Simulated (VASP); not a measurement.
**VASP 6.6.1 run: LiF**

INCAR

```
LASPH = .TRUE.
EDIFF = 0.001
NELM = 120
LREAL = .FALSE.
LWAVE = .FALSE.
ALGO = Normal
PREC = Accurate
IBRION = -1
METAGGA = R2SCAN
LCHARG = .FALSE.
NSW = 0
ENCUT = 520
ISMEAR = 0
ISIF = 2
NBANDS = 12
SIGMA = 0.01
```

KPOINTS

```
KPOINTS created by Atomic Simulation Environment
0
Gamma
10 10 10
0 0 0
```

POSCAR

```
Li F
 1.0000000000000000
    -0.0554579359000000    1.9992599537000000    1.9992599537000000
     1.9992599537000000   -0.0554579359000000    1.9992599537000000
     1.9992599537000000    1.9992599537000000   -0.0554579359000000
 Li  F
   1   1
Cartesian
  0.0000000000000000  0.0000000000000000  0.0000000000000000
  1.9715309857499994  1.9715309857499994  1.9715309857499996
```

The recommended PBE PAW datasets give the neutral cell 10 valence electrons.

Command

```
mpirun -np 1 vasp_std
```

OSZICAR

```
N       E                     dE             d eps       ncg     rms          rms(c)
DAV:   1     0.282693499398E+02    0.28269E+02   -0.54060E+03  2880   0.858E+02
DAV:   2    -0.138195500584E+02   -0.42089E+02   -0.41166E+02  3364   0.194E+02
DAV:   3    -0.149510176002E+02   -0.11315E+01   -0.11288E+01  3760   0.279E+01
DAV:   4    -0.149626574701E+02   -0.11640E-01   -0.11639E-01  3276   0.295E+00
DAV:   5    -0.149627965514E+02   -0.13908E-03   -0.13908E-03  3768   0.239E-01    0.389E+00
DAV:   6    -0.118840040635E+02    0.30788E+01   -0.70472E-01  2876   0.606E+00    0.151E+00
DAV:   7    -0.118858074285E+02   -0.18034E-02   -0.46466E-01  3344   0.475E+00    0.120E+00
DAV:   8    -0.120168219895E+02   -0.13101E+00   -0.10161E+00  3040   0.685E+00    0.257E+00
DAV:   9    -0.118865831818E+02    0.13024E+00   -0.67062E-01  2952   0.524E+00    0.962E-02
DAV:  10    -0.118858622356E+02    0.72095E-03   -0.55090E-03  3256   0.765E-01
   1 F= -.11885862E+02 E0= -.11885862E+02  d E =-.680572-126
```

From OUTCAR

```
k-points           NKPTS =    116   k-points in BZ     NKDIM =    116   number of bands    NBANDS=     12

   NELECT =      10.0000    total number of electrons

   dimension x,y,z NGX =    24 NGY =   24 NGZ =   24
   dimension x,y,z NGXF=    48 NGYF=   48 NGZF=   48

  energy-cutoff  :      520.00
  volume of cell :       16.65
      direct lattice vectors                 reciprocal lattice vectors
    -0.055457936  1.999259954  1.999259954    -0.239919873  0.246764944  0.246764944
     1.999259954 -0.055457936  1.999259954     0.246764944 -0.239919873  0.246764944
     1.999259954  1.999259954 -0.055457936     0.246764944  0.246764944 -0.239919873

 k-points in reciprocal lattice and weights: KPOINTS created by Atomic Simulation Env
   0.00000000  0.00000000  0.00000000       0.001
   0.10000000  0.00000000  0.00000000       0.006
   0.20000000  0.00000000  0.00000000       0.006
   0.30000000  0.00000000 -0.00000000       0.006
   0.40000000  0.00000000  0.00000000       0.006
   0.50000000  0.00000000 -0.00000000       0.003
   0.10000000  0.10000000 -0.00000000       0.006
   0.20000000  0.10000000  0.00000000       0.012
   ...

 E-fermi :  -1.4051

 k-point     1 :       0.0000    0.0000    0.0000
  band No.  band energies     occupation
      1     -43.8789      2.00000
      2     -22.7615      2.00000
      3      -1.7791      2.00000
      4      -1.7791      2.00000
      5      -1.5720      2.00000
      6       8.3365      0.00000
      7      23.0842      0.00000
      8      23.0842      0.00000
      9      23.8883      0.00000
     10      23.8883      0.00000
     11      24.2228      0.00000
     12      24.5150      0.00000

 k-point     2 :       0.1000    0.0000    0.0000
  band No.  band energies     occupation
      1     -43.8741      2.00000
      2     -22.7274      2.00000
      3      -2.0336      2.00000
      4      -1.7976      2.00000
      5      -1.6140      2.00000
      6       8.6203      0.00000
      7      20.4502      0.00000
      8      22.2133      0.00000
      9      22.8774      0.00000
     10      24.4607      0.00000
     11      25.2020      0.00000
     12      25.5752      0.00000

 k-point     3 :       0.2000    0.0000    0.0000
  band No.  band energies     occupation
      1     -43.8615      2.00000
      2     -22.6353      2.00000
      3      -2.6836      2.00000
      4      -1.8449      2.00000
      5      -1.6852      2.00000
      6       9.2571      0.00000
      7      18.0100      0.00000
      8      20.8049      0.00000
      9      21.3493      0.00000
     10      25.6068      0.00000
     11      26.1924      0.00000
     12      26.8876      0.00000

 k-point     4 :       0.3000    0.0000   -0.0000
  band No.  band energies     occupation
      1     -43.8458      2.00000
      2     -22.5172      2.00000
      3      -3.4160      2.00000
      4      -1.9014      2.00000
      5      -1.7637      2.00000
      6       9.8077      0.00000
      7      16.5683      0.00000
      8      19.5647      0.00000
      9      20.0770      0.00000
     10      27.2215      0.00000
     11      27.5640      0.00000
     12      28.5269      0.00000

 ...

  Total       -0.7441905     -0.7441905     -0.7441905      0.1819188      0.1819188      0.1819188
  in kB      -71.6236949    -71.6236949    -71.6236949     17.5085468     17.5085468     17.5085468
  external PRESSURE =     -71.6236949 kB  Pullay stress =       0.0000000 kB

 POSITION                                       TOTAL-FORCE (eV/Angst)
 -----------------------------------------------------------------------------------
      0.00000      0.00000      0.00000         0.000000     -0.000000     -0.000000
      1.97153      1.97153      1.97153        -0.000000      0.000000      0.000000
 -----------------------------------------------------------------------------------
    total drift:                               -0.000000     -0.000000      0.000000

  FREE ENERGIE OF THE ION-ELECTRON SYSTEM (eV)
  ---------------------------------------------------
  free  energy   TOTEN  =       -11.8858622356 eV

  energy  without entropy=      -11.8858622356  energy(sigma->0) =      -11.88586224
```

It converged. Results: gap between bands v and c on the k mesh 9.91 eV; least direct gap on the k mesh 9.91 eV; pressure -7.2 GPa. Band v is the last that the valence electrons fill when counted band by band, and c is the next.

These settings aren't sound, so the numbers aren't properties of the crystal.

On sound settings r²SCAN gives a gap of 9.94 eV on its mesh and a pressure of -4.3 GPa for the intended cell.

The run took about 38 s on one core of a shared host (Intel Xeon Platinum 8488C) and held 0.15 GiB at most.
